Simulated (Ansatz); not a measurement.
# AlN: independent-particle optics, part 2 of 2

Aim: the dielectric function of AlN in the independent-particle picture, and how it depends on the functional and on the gap. Plan: HSE06 for the gap; optics with PBE on 12×12×6; optics with r2SCAN on 12×12×6; optics with LDA on 12×12×6; optics with PBE and scissors to the HSE06 gap on 12×12×6.

Ansatz 0.2.0; plane waves, PAW; no local fields, no excitons.

### Step 4. Optics, r2SCAN

The COD entry's cell or inner coordinates are ideal or old and differ from later refinements, so a difference from it is no clean test against experiment.

The input, input.yaml:

```yaml
crystal:
  lattice:
    - [3.1066945035, 0.0, 0.0]
    - [-1.5533472517, 2.6904763619, 0.0]
    - [0.0, 0.0, 4.9785885504]
  atoms:
    - { symbol: Al, position: [0.3333333333, 0.6666666667, -0.000795604] }
    - { symbol: Al, position: [0.6666666667, 0.3333333333, 0.499204396] }
    - { symbol: "N", position: [0.3333333333, 0.6666666667, 0.380795604] }
    - { symbol: "N", position: [0.6666666667, 0.3333333333, 0.880795604] }
kpoints:
  mp_grid: { grid: [12, 12, 6] }
hamiltonian:
  xc: r2scan
scf:
  occupations: { method: fixed }
output:
  optics: { e_range: [0, 18], de: 0.05, sigma: 0.1 }
  write_density: true
  write_potential: true
  elf: true
  volumetric_format: npy
```

Run with:

```sh
> ansatz run input.yaml --threads 4 --pin off --max-ram 3686MiB --backend cpu --events-out ev --progress --plain --runs-dir out
```

Log:

```text
Warning: RAYON_NUM_THREADS=4 ignored (pool sized by the plan → 4); use --threads N
Engine: ansatz 0.2.0, x86_64-unknown-linux-gnu
Pseudopotentials: kind: paw
Pseudopotential: Al, paw, valence charge 3, recommended cutoff 500 eV (meta_gga), Al.paw.azcp
Pseudopotential: N, paw, valence charge 5, recommended cutoff 500 eV (meta_gga), N.paw.azcp
Functional definition: r2SCAN
  parameter k0 = 0.174
  parameter k1 = 0.065
  parameter a1 = 4.9479
  exchange = r2scan_x(k0 = k0, k1 = k1, a1 = a1)
  correlation = r2scan_c
Crystal: 4 atoms, lattice volume = 41.613 Å³
Basis set: ecut = 500 eV, 1087 PW (Γ), exchange–correlation on 96×96×160 points (64 copies of the dense FFT grid, shifted against one another)
Bands: 12, of which v1, the nominal top of the filled ones, is band 8 counted from 1 (7 counted from 0)
Symmetry: 12 space group operations
Space group: P63mc (ITA 186), of the structure as read, at distance tolerance 3.5e-5 Å
k-points: 76 of 864 (time reversal used)
Non-local potential: Al, projectors of the file, l = 0: 2, l = 1: 2, l = 2: 1
Non-local potential: N, projectors of the file, l = 0: 2, l = 1: 2, l = 2: 1
PAW form: soft (Blöchl's): semilocal exchange-correlation on the pseudo side does not see the compensation charge
PAW frozen core: Al, regenerated for the run's functional (the file was generated under x = pbe(κ = 0.804, μ = 0.2195149727645171), c = pbe(β = 0.06672455060314922))
PAW frozen core: N, regenerated for the run's functional (the file was generated under x = pbe(κ = 0.804, μ = 0.2195149727645171), c = pbe(β = 0.06672455060314922))
PAW one-centre angular grid: Al, 302 points (default); XC on 160 Gauss nodes
PAW one-centre angular grid: N, 302 points (default); XC on 160 Gauss nodes
Initial density: superposition of atomic densities (neutral atoms: chi_scale 0, normalization atom), corrected by the library's trained network
Initial wavefunctions: pseudopotential atomic-orbital guess
Functional: x = r2scan, c = r2scan; τ floored in thin density (d = 2e-4 eV/Å³)
SCF iter   1: F=—  HF=-1856.828069 eV  |F-HF|=—  |Δ(HF+E_count)|=         —  Δρ=6.55e-3  dr2=1.75e-2  dr2_τ=3.14e-1  ethr=1.77e-3  ⟨swp⟩=5.1  Hψ=5091  notcnv=0  defer=147
preconditioner: auto → none  [insulator: Δε(μ)=4.782 eV  Ē_g=14.231 eV  n_scr=2 (ndim 8)  ℏωp=23.0 eV  f_vac=0.000  ε∞_Penn≈3.6]
SCF iter   2: F=—  HF=-1856.970725 eV  |F-HF|=—  |Δ(HF+E_count)|=   1.43e-1  Δρ=4.50e-3  dr2=3.81e-3  dr2_τ=2.91e-4  ethr=1.10e-4  ⟨swp⟩=2.9  Hψ=2401  notcnv=0  defer=152
SCF iter   3: F=—  HF=-1856.970398 eV  |F-HF|=—  |Δ(HF+E_count)|=   3.26e-4  Δρ=6.69e-4  dr2=1.37e-4  dr2_τ=5.99e-5  ethr=2.38e-5  ⟨swp⟩=2.0  Hψ=1064  notcnv=0  defer=152
SCF iter   4: F=—  HF=-1856.970387 eV  |F-HF|=—  |Δ(HF+E_count)|=   1.16e-5  Δρ=1.88e-4  dr2=1.54e-5  dr2_τ=9.07e-7  ethr=8.57e-7  ⟨swp⟩=2.0  Hψ=1434  notcnv=0  defer=148
SCF iter   5: F=—  HF=-1856.970383 eV  |F-HF|=—  |Δ(HF+E_count)|=   3.76e-6  Δρ=4.65e-5  dr2=1.06e-6  dr2_τ=1.07e-7  ethr=9.62e-8  ⟨swp⟩=2.0  Hψ=1492  notcnv=0  defer=7
SCF iter   6: F=—  HF=-1856.970383 eV  |F-HF|=—  |Δ(HF+E_count)|=   4.14e-7  Δρ=2.19e-5  dr2=2.38e-7  dr2_τ=4.50e-9  ethr=6.62e-9  ⟨swp⟩=2.0  Hψ=1451  notcnv=0  defer=4
SCF iter   7: F=—  HF=-1856.970383 eV  |F-HF|=—  |Δ(HF+E_count)|=   2.44e-8  Δρ=6.11e-6  dr2=1.83e-8  dr2_τ=4.11e-10  ethr=1.49e-9  ⟨swp⟩=2.0  Hψ=1471  notcnv=0  defer=4
SCF iter   8: F=—  HF=-1856.970383 eV  |F-HF|=—  |Δ(HF+E_count)|=   2.62e-9  Δρ=8.39e-7  dr2=3.43e-10  dr2_τ=7.60e-12  ethr=1.14e-10  ⟨swp⟩=2.3  Hψ=1369  notcnv=0  defer=4
SCF iter   9: F=-1856.970383 eV  HF=-1856.970383 eV  |F-HF|=1.14e-12  |Δ(HF+E_count)|=  5.78e-11  Δρ=8.39e-8  dr2=3.42e-12  dr2_τ=1.15e-13  ethr=1.00e-12  ⟨swp⟩=3.2  Hψ=4350  notcnv=0
SCF 1 converged in 9 iterations: F = -1856.970383 eV  dr2 = 3.42e-12
Optics k sum: 0 of 76 k-points
[...]
SCF converged after 9 iterations
Free energy (F): -1856.970383 eV
Harris-Foulkes:  -1856.970383 eV  (|F-HF|=1.14e-12)
Internal energy: -1856.970383 eV  (E = F + TS)
E sigma→0 (E₀):  -1856.970383 eV
Fermi energy:    6.928365 eV
--- Per-component energies (eV) ---
  E_band       = 23.146196
  E_kinetic    = 321.366893
  E_local      = -448.700933  (includes V_loc(G=0)·N_el)
  E_nonlocal   = 108.522654
  E_hartree    = 157.350941
  E_xc         = -197.824388
  E_vxc        = -238.489121  (∫ρ·V_xc dr)
  E_paw        = -1204.935806  (= ΣΔE_a)
  E_vpaw       = -47.058227  (= ΣTr[D̂ρ^β])
  E_aug_tail   = 0.000038  (compensation charges beyond the density's cutoff)
  E_vtau       = 12.803052  (kinetic-family band-sum trace: ∫τ·v_τ [+ j·A + Jᵃ·Aᵃ] dr)
  E_ewald      = -592.570436
  E_core_change = -0.179345  (= ΣΔE_core)
  E_smearing   = -0.000000  (= −TS)
  E_closure    = -0.000000  (closes the sum)
  Σ components = -1856.970383   (vs F -1856.970383, Δ=0.00e0)
--- Band table (eV; the first three rows and the last of 76) ---
  k-point 0: bands = ["-9.0530", "-6.9388", "0.8597", "6.0432", "6.0432", "6.7056", "6.7056", "6.9284", "11.8083", "14.4556", "18.5289", "18.9814"]
  k-point 1: bands = ["-8.9461", "-7.1372", "1.2288", "6.0852", "6.0852", "6.3307", "6.6589", "6.6589", "12.3023", "14.5145", "18.3454", "18.9420"]
  k-point 2: bands = ["-8.6374", "-7.6159", "2.2085", "5.0219", "6.2017", "6.2017", "6.5328", "6.5328", "13.2893", "14.5421", "18.0608", "18.9854"]
  k-point 75: bands = ["-6.5479", "-6.5479", "2.0599", "2.0599", "3.0080", "3.0080", "6.1151", "6.1151", "15.0785", "15.0785", "15.5723", "15.5723"]
```

It took 7.8 s on 4 threads of Intel Xeon 6975P-C (Granite Rapids), shared host; peak memory 0.61 GiB.

optics.tsv begins:

```
# eps_inf(xx yy zz) = 4.131443 4.131443 4.300467
# eps_inf_bands = all
# eps_inf_summed_bands(xx yy zz) = 3.383611 3.383611 3.526197
# eps_inf_completed(xx yy zz) = 4.131443 4.131443 4.300467
# eps2_relative_error = 0.0033
# eps_inf_relative_error = 0.0088
# f_sum_n_eff(xx yy zz) = 6.575418 6.575418 6.499689 of n_electrons = 16.000000
# n_bands = 12
# valid_up_to_ev = 9.157228
# least_direct_gap_ev = 4.879979e0 at k(fractional) = 0.000000 0.000000 0.000000, k_point = 0, channel = 0, bands = 7 8 (counted from 0)
```

The dielectric function from optics.tsv (yy equals xx), one row in 6 (narrow peaks fall between the rows), cut at 9.2 eV, above which the bands summed leave lines out:

```tsv
E (eV)	ε₂ xx	ε₂ zz	ε₁ xx	ε₁ zz
4.70	0.00	0.00	4.50	4.93
5.00	0.01	0.30	4.87	5.41
5.30	0.42	0.59	5.20	5.55
5.60	0.64	0.75	5.31	5.76
5.90	0.78	0.89	5.51	6.11
6.20	0.90	1.02	5.84	6.68
6.50	1.03	1.17	6.48	7.89
6.80	2.30	4.22	7.44	9.98
7.10	3.35	6.82	7.45	8.52
7.40	4.91	9.22	7.21	6.02
7.70	6.19	8.53	7.02	3.27
8.00	6.59	7.97	5.16	2.67
8.30	7.47	8.55	4.41	-0.16
8.60	7.74	5.37	3.42	-1.28
8.90	8.24	3.83	0.76	-0.23
```

The columns hold the bands summed alone, whose ε₁ at zero energy is 3.38 (xx, yy), 3.53 (zz), below the completed ε∞ of 4.13 (xx, yy), 4.30 (zz).

Tallest peaks of ε₂ in the range shown (mean of the periodic axes): 7.3 at 7.80 eV, 7.9 at 8.25 eV, 7.3 at 8.75 eV.

### Step 5. Optics, LDA

Changes to input.yaml since step 4:

```diff
@@ -13,3 +13,3 @@
 hamiltonian:
-  xc: r2scan
+  xc: lda
 scf:
@@ -18,5 +18 @@
   optics: { e_range: [0, 18], de: 0.05, sigma: 0.1 }
-  write_density: true
-  write_potential: true
-  elf: true
-  volumetric_format: npy
```

Run with:

```sh
> ansatz run input.yaml --threads 4 --pin off --max-ram 3686MiB --backend cpu --events-out ev --progress --plain --runs-dir out
```

Log:

```text
Warning: RAYON_NUM_THREADS=4 ignored (pool sized by the plan → 4); use --threads N
[... 4 set-up lines as earlier in the session ...]
Functional definition: SPW92
  exchange = slater_x
  correlation = pw_c
Crystal: 4 atoms, lattice volume = 41.613 Å³
Basis set: ecut = 420 eV, 809 PW (Γ)
Bands: 12, of which v1, the nominal top of the filled ones, is band 8 counted from 1 (7 counted from 0)
[... 2 set-up lines as earlier in the session ...]
k-points: 76 of 864 (time reversal used)
[... 9 set-up lines as earlier in the session ...]
Functional: x = slater, c = lda
SCF iter   1: F=—  HF=-1779.717725 eV  |F-HF|=—  |Δ(HF+E_count)|=         —  Δρ=9.33e-3  dr2=4.16e-2  ethr=1.77e-3  ⟨swp⟩=4.9  Hψ=5082  notcnv=0  defer=139
preconditioner: auto → none  [insulator: Δε(μ)=4.181 eV  Ē_g=12.930 eV  n_scr=2 (ndim 8)  ℏωp=23.0 eV  f_vac=0.000  ε∞_Penn≈4.2]
SCF iter   2: F=—  HF=-1779.707008 eV  |F-HF|=—  |Δ(HF+E_count)|=   1.07e-2  Δρ=5.07e-3  dr2=6.09e-3  ethr=2.60e-4  ⟨swp⟩=2.6  Hψ=2173  notcnv=0  defer=152
SCF iter   3: F=—  HF=-1779.705031 eV  |F-HF|=—  |Δ(HF+E_count)|=   1.98e-3  Δρ=1.49e-3  dr2=3.90e-4  ethr=3.81e-5  ⟨swp⟩=2.1  Hψ=1528  notcnv=0  defer=152
SCF iter   4: F=—  HF=-1779.704845 eV  |F-HF|=—  |Δ(HF+E_count)|=   1.86e-4  Δρ=1.18e-4  dr2=2.33e-6  ethr=2.44e-6  ⟨swp⟩=2.6  Hψ=1565  notcnv=0  defer=152
SCF iter   5: F=—  HF=-1779.704846 eV  |F-HF|=—  |Δ(HF+E_count)|=   4.65e-7  Δρ=6.62e-6  dr2=6.85e-9  ethr=1.45e-8  ⟨swp⟩=2.1  Hψ=1520  notcnv=0  defer=7
SCF iter   6: F=—  HF=-1779.704845 eV  |F-HF|=—  |Δ(HF+E_count)|=   6.39e-7  Δρ=6.49e-7  dr2=8.49e-11  ethr=4.28e-11  ⟨swp⟩=2.0  Hψ=1438  notcnv=0  defer=3
SCF iter   7: F=-1779.704845 eV  HF=-1779.704845 eV  |F-HF|=3.41e-12  |Δ(HF+E_count)|=  5.68e-12  Δρ=1.24e-7  dr2=4.46e-12  ethr=1.00e-12  ⟨swp⟩=3.6  Hψ=3090  notcnv=0
SCF 1 converged in 7 iterations: F = -1779.704845 eV  dr2 = 4.46e-12
Optics k sum: 0 of 76 k-points
[...]
SCF converged after 7 iterations
Free energy (F): -1779.704845 eV
Harris-Foulkes:  -1779.704845 eV  (|F-HF|=3.41e-12)
Internal energy: -1779.704845 eV  (E = F + TS)
E sigma→0 (E₀):  -1779.704845 eV
Fermi energy:    6.890892 eV
--- Per-component energies (eV) ---
  E_band       = 26.870302
  E_kinetic    = 317.865157
  E_local      = -448.646674  (includes V_loc(G=0)·N_el)
  E_nonlocal   = 114.893459
  E_hartree    = 153.589132
  E_xc         = -201.173301
  E_vxc        = -215.155993  (∫ρ·V_xc dr)
  E_paw        = -1123.933885  (= ΣΔE_a)
  E_vpaw       = -49.264101  (= ΣTr[D̂ρ^β])
  E_aug_tail   = 0.000181  (compensation charges beyond the density's cutoff)
  E_ewald      = -592.570436
  E_core_change = 0.271521  (= ΣΔE_core)
  E_smearing   = -0.000000  (= −TS)
  E_closure    = 0.000000  (closes the sum)
  Σ components = -1779.704845   (vs F -1779.704845, Δ=0.00e0)
--- Band table (eV; the first three rows and the last of 76) ---
  k-point 0: bands = ["-8.1496", "-5.9280", "0.8420", "6.0303", "6.0303", "6.6816", "6.6816", "6.8909", "11.1498", "13.4857", "17.3951", "17.8905"]
  k-point 1: bands = ["-8.0409", "-6.1466", "1.2245", "6.0720", "6.0720", "6.2932", "6.6353", "6.6353", "11.6319", "13.5580", "17.2184", "17.8606"]
  k-point 2: bands = ["-7.7255", "-6.6620", "2.2197", "5.0036", "6.1859", "6.1859", "6.5112", "6.5112", "12.5638", "13.6387", "16.9275", "17.8826"]
  k-point 75: bands = ["-5.5065", "-5.5065", "2.0126", "2.0126", "2.9865", "2.9865", "6.0912", "6.0912", "14.1934", "14.1934", "14.6199", "14.6199"]
```

Run time: 4.5 s. Hardware: 4 threads of Intel Xeon 6975P-C (Granite Rapids), shared host; peak memory 0.52 GiB.

optics.tsv begins:

```
# eps_inf(xx yy zz) = 4.652691 4.652691 4.859371
# eps_inf_bands = all
# eps_inf_summed_bands(xx yy zz) = 3.840529 3.840529 4.009033
# eps_inf_completed(xx yy zz) = 4.652691 4.652691 4.859371
# eps2_relative_error = 0.0023
# eps_inf_relative_error = 0.0088
# f_sum_n_eff(xx yy zz) = 6.379174 6.379174 6.271499 of n_electrons = 16.000000
# n_bands = 12
# valid_up_to_ev = 8.228724
# least_direct_gap_ev = 4.258935e0 at k(fractional) = 0.000000 0.000000 0.000000, k_point = 0, channel = 0, bands = 7 8 (counted from 0)
```

The dielectric function from optics.tsv (yy equals xx), one row in 2, cut at 8.2 eV, above which the bands summed leave lines out:

```csv
E (eV),ε₂ xx,ε₂ zz,ε₁ xx,ε₁ zz
4.10,0.00,0.00,5.08,5.59
4.20,0.00,0.04,5.20,5.81
4.30,0.00,0.20,5.35,6.03
4.40,0.04,0.40,5.55,6.12
4.50,0.20,0.53,5.77,6.18
4.60,0.40,0.63,5.85,6.24
4.70,0.53,0.70,5.89,6.31
4.80,0.62,0.77,5.93,6.40
4.90,0.70,0.83,5.98,6.50
5.00,0.76,0.89,6.05,6.62
5.10,0.82,0.94,6.13,6.76
5.20,0.87,0.99,6.23,6.94
5.30,0.92,1.05,6.35,7.14
5.40,0.97,1.10,6.49,7.39
5.50,1.02,1.15,6.66,7.71
5.60,1.06,1.20,6.89,8.12
5.70,1.11,1.26,7.19,8.71
5.80,1.23,1.46,7.68,9.73
5.90,1.78,2.64,8.27,11.07
6.00,2.53,4.65,8.35,11.25
6.10,2.99,6.00,8.27,10.61
6.20,3.37,6.90,8.26,9.99
6.30,3.74,7.67,8.31,9.46
6.40,4.19,8.51,8.41,8.97
6.50,4.86,9.60,8.46,8.20
6.60,5.53,10.38,8.08,6.72
6.70,5.73,10.32,7.72,5.29
6.80,5.95,10.00,7.82,4.29
6.90,6.84,9.60,7.97,3.51
7.00,7.88,9.11,7.15,2.99
7.10,7.85,8.66,6.09,2.92
7.20,7.62,8.92,5.92,3.10
7.30,7.92,9.76,5.93,2.68
7.40,8.55,10.45,5.68,1.07
7.50,9.13,9.59,4.98,-0.76
7.60,9.22,8.21,4.18,-1.60
7.70,9.28,6.89,3.90,-1.86
7.80,10.12,5.82,3.32,-1.65
7.90,10.38,5.08,1.67,-1.28
8.00,9.59,4.58,0.36,-0.88
8.10,8.64,4.25,-0.24,-0.50
8.20,7.91,4.02,-0.55,-0.21
```

The columns hold the bands summed alone, whose ε₁ at zero energy is 3.84 (xx, yy), 4.01 (zz), below the completed ε∞ of 4.65 (xx, yy), 4.86 (zz).

Tallest peaks of ε₂ in the range shown (mean of the periodic axes): 8.3 at 7.00 eV, 9.3 at 7.45 eV, 8.8 at 7.85 eV.

### Step 6. Optics, PBE + 1.37 eV scissors

The scissors of 1.367 eV comes from the difference of HSE06 and PBE direct gaps in separate runs.

Changes to input.yaml since step 5:

```diff
@@ -13,3 +13,3 @@
 hamiltonian:
-  xc: lda
+  xc: pbe
 scf:
@@ -17,2 +17,2 @@
 output:
-  optics: { e_range: [0, 18], de: 0.05, sigma: 0.1 }
+  optics: { e_range: [0, 18], de: 0.05, sigma: 0.1, scissors: 1.367 }
```

Run with:

```sh
> ansatz run input.yaml --threads 4 --pin off --max-ram 3686MiB --backend cpu --events-out ev --progress --plain --runs-dir out
```

Log:

```text
Warning: RAYON_NUM_THREADS=4 ignored (pool sized by the plan → 4); use --threads N
[... 9 set-up lines as earlier in the session ...]
Crystal: 4 atoms, lattice volume = 41.613 Å³
Basis set: ecut = 420 eV, 809 PW (Γ)
Bands: 12, of which v1, the nominal top of the filled ones, is band 8 counted from 1 (7 counted from 0)
[... 2 set-up lines as earlier in the session ...]
k-points: 76 of 864 (time reversal used)
[... 8 set-up lines as earlier in the session ...]
SCF iter   1: F=—  HF=-1848.493964 eV  |F-HF|=—  |Δ(HF+E_count)|=         —  Δρ=8.46e-4  dr2=1.54e-4  ethr=1.77e-3  ⟨swp⟩=5.0  Hψ=5060  notcnv=0  defer=137
preconditioner: auto → none  [insulator: Δε(μ)=4.228 eV  Ē_g=13.162 eV  n_scr=2 (ndim 8)  ℏωp=23.0 eV  f_vac=0.000  ε∞_Penn≈4.1]
SCF iter   2: F=—  HF=-1848.494230 eV  |F-HF|=—  |Δ(HF+E_count)|=   2.66e-4  Δρ=4.41e-4  dr2=2.60e-5  ethr=9.62e-7  ⟨swp⟩=2.3  Hψ=2269  notcnv=0  defer=152
SCF iter   3: F=—  HF=-1848.494291 eV  |F-HF|=—  |Δ(HF+E_count)|=   6.13e-5  Δρ=1.97e-4  dr2=6.18e-6  ethr=1.62e-7  ⟨swp⟩=2.0  Hψ=1368  notcnv=0  defer=46
SCF iter   4: F=—  HF=-1848.494310 eV  |F-HF|=—  |Δ(HF+E_count)|=   1.87e-5  Δρ=1.40e-5  dr2=3.51e-8  ethr=3.86e-8  ⟨swp⟩=2.0  Hψ=1513  notcnv=0  defer=12
SCF iter   5: F=—  HF=-1848.494310 eV  |F-HF|=—  |Δ(HF+E_count)|=   1.17e-7  Δρ=3.30e-6  dr2=1.84e-9  ethr=2.19e-10  ⟨swp⟩=2.5  Hψ=1533  notcnv=0  defer=7
SCF iter   6: F=—  HF=-1848.494310 eV  |F-HF|=—  |Δ(HF+E_count)|=   3.94e-9  Δρ=3.69e-7  dr2=2.45e-11  ethr=1.15e-11  ⟨swp⟩=2.1  Hψ=1484  notcnv=0  defer=7
SCF iter   7: F=-1848.494310 eV  HF=-1848.494310 eV  |F-HF|=1.82e-12  |Δ(HF+E_count)|=  4.55e-11  Δρ=6.75e-8  dr2=1.03e-12  ethr=1.00e-12  ⟨swp⟩=3.2  Hψ=3186  notcnv=0
SCF 1 converged in 7 iterations: F = -1848.494310 eV  dr2 = 1.03e-12
Optics k sum: 0 of 76 k-points
[...]
SCF converged after 7 iterations
Free energy (F): -1848.494310 eV
Harris-Foulkes:  -1848.494310 eV  (|F-HF|=1.82e-12)
Internal energy: -1848.494310 eV  (E = F + TS)
E sigma→0 (E₀):  -1848.494310 eV
Fermi energy:    7.188376 eV
--- Per-component energies (eV) ---
  E_band       = 30.998707
  E_kinetic    = 319.353143
  E_local      = -447.411154  (includes V_loc(G=0)·N_el)
  E_nonlocal   = 110.925796
  E_hartree    = 155.434390
  E_xc         = -203.842852
  E_vxc        = -216.146812  (∫ρ·V_xc dr)
  E_paw        = -1190.383391  (= ΣΔE_a)
  E_vpaw       = -46.591244  (= ΣTr[D̂ρ^β])
  E_aug_tail   = 0.000194  (compensation charges beyond the density's cutoff)
  E_ewald      = -592.570436
  E_smearing   = -0.000000  (= −TS)
  E_closure    = -0.000000  (closes the sum)
  Σ components = -1848.494310   (vs F -1848.494310, Δ=0.00e0)
--- Band table (eV; the first three rows and the last of 76) ---
  k-point 0: bands = ["-8.0055", "-5.8561", "1.1890", "6.3317", "6.3317", "6.9779", "6.9779", "7.1884", "11.4209", "13.8961", "17.8266", "18.3857"]
  k-point 1: bands = ["-7.8990", "-6.0636", "1.5602", "6.3729", "6.3729", "6.5853", "6.9320", "6.9320", "11.9161", "13.9623", "17.6519", "18.3533"]
  k-point 2: bands = ["-7.5904", "-6.5576", "2.5340", "5.2935", "6.4861", "6.4861", "6.8090", "6.8090", "12.8734", "14.0194", "17.3754", "18.3762"]
  k-point 75: bands = ["-5.4534", "-5.4534", "2.3559", "2.3559", "3.3251", "3.3251", "6.3961", "6.3961", "14.6178", "14.6178", "15.0396", "15.0396"]
```

Run time: 4.5 s. Hardware: 4 threads of Intel Xeon 6975P-C (Granite Rapids), shared host; peak memory 0.51 GiB.

From the head of optics.tsv:

```
# eps_inf(xx yy zz) = 4.109566 4.109566 4.273353
# eps_inf_bands = all
# eps_inf_summed_bands(xx yy zz) = 3.374909 3.374909 3.508920
# eps_inf_completed(xx yy zz) = 4.109566 4.109566 4.273353
# eps2_relative_error = 0.0023
# eps_inf_relative_error = 0.0090
# f_sum_n_eff(xx yy zz) = 6.363979 6.363979 6.276536 of n_electrons = 16.000000
# n_bands = 12
# valid_up_to_ev = 9.710460
# least_direct_gap_ev = 4.232524e0 at k(fractional) = 0.000000 0.000000 0.000000, k_point = 0, channel = 0, bands = 7 8 (counted from 0)
```

The dielectric function from optics.tsv (yy equals xx), one row in 6 (narrow peaks fall between the rows), cut at 9.7 eV, above which the bands summed leave lines out:

```
E (eV)  ε₂ xx  ε₂ zz  ε₁ xx  ε₁ zz
  5.45   0.00   0.00   4.78   5.27
  5.75   0.05   0.41   5.25   5.78
  6.05   0.53   0.71   5.55   5.93
  6.35   0.76   0.89   5.68   6.19
  6.65   0.91   1.04   5.92   6.62
  6.95   1.04   1.18   6.34   7.36
  7.25   1.22   1.43   7.27   9.18
  7.55   2.92   5.77   7.99  10.42
  7.85   4.16   8.41   8.09   8.79
  8.15   5.62  10.14   7.30   5.05
  8.45   7.46   9.01   7.20   2.75
  8.75   7.81   9.10   5.52   2.69
  9.05   8.87   8.34   3.91  -1.51
  9.35   9.94   5.12   2.19  -1.45
  9.65   7.94   4.05  -0.45  -0.37
```

The columns hold the bands summed alone, whose ε₁ at zero energy is 3.37 (xx, yy), 3.51 (zz), below the completed ε∞ of 4.11 (xx, yy), 4.27 (zz).

Tallest peaks of ε₂ in the range shown (mean of the periodic axes): 8.1 at 8.50 eV, 9.0 at 8.95 eV, 8.3 at 9.35 eV.

### Step 7. The levels side by side

```csv
level,mesh,least direct gap on the mesh (eV),ε∞,tallest peak of ε₂,time
PBE,12×12×6,4.23,"4.57 (xx, yy), 4.78 (zz)",9.0 at 7.55 eV (complete to 8.3 eV),4.3 s
r2SCAN,12×12×6,4.88,"4.13 (xx, yy), 4.30 (zz)",7.9 at 8.25 eV (complete to 9.2 eV),7.8 s
LDA,12×12×6,4.26,"4.65 (xx, yy), 4.86 (zz)",9.3 at 7.45 eV (complete to 8.2 eV),4.5 s
PBE + 1.37 eV scissors,12×12×6,5.60,"4.11 (xx, yy), 4.27 (zz)",9.0 at 8.95 eV (complete to 9.7 eV),4.5 s
```

### Step 8. Results

The summary covers parts 1 to 2.

| quantity | value |
| --- | --- |
| ε∞, PBE | 4.57 (xx, yy), 4.78 (zz) |
| ε∞, r2SCAN | 4.13 (xx, yy), 4.30 (zz) |
| ε∞, LDA | 4.65 (xx, yy), 4.86 (zz) |
| ε∞, PBE + 1.37 eV scissors | 4.11 (xx, yy), 4.27 (zz) |
| tallest peak of ε₂, PBE | 9.0 at 7.55 eV (complete to 8.3 eV) |
| tallest peak of ε₂, r2SCAN | 7.9 at 8.25 eV (complete to 9.2 eV) |
| tallest peak of ε₂, LDA | 9.3 at 7.45 eV (complete to 8.2 eV) |
| tallest peak of ε₂, PBE + 1.37 eV scissors | 9.0 at 8.95 eV (complete to 9.7 eV) |
| HSE06 direct gap | 5.60 eV |

In words: PBE + 1.37 eV scissors has the widest direct gap (5.60 eV) and PBE the narrowest (4.23 eV); ε∞ is 4.16 and 4.64 (mean of the axes). The response is anisotropic: with PBE ε∞ is 4.57 (xx, yy), 4.78 (zz). Local fields and excitons are left out: both change ε∞, and without excitons the onset lacks its lines.
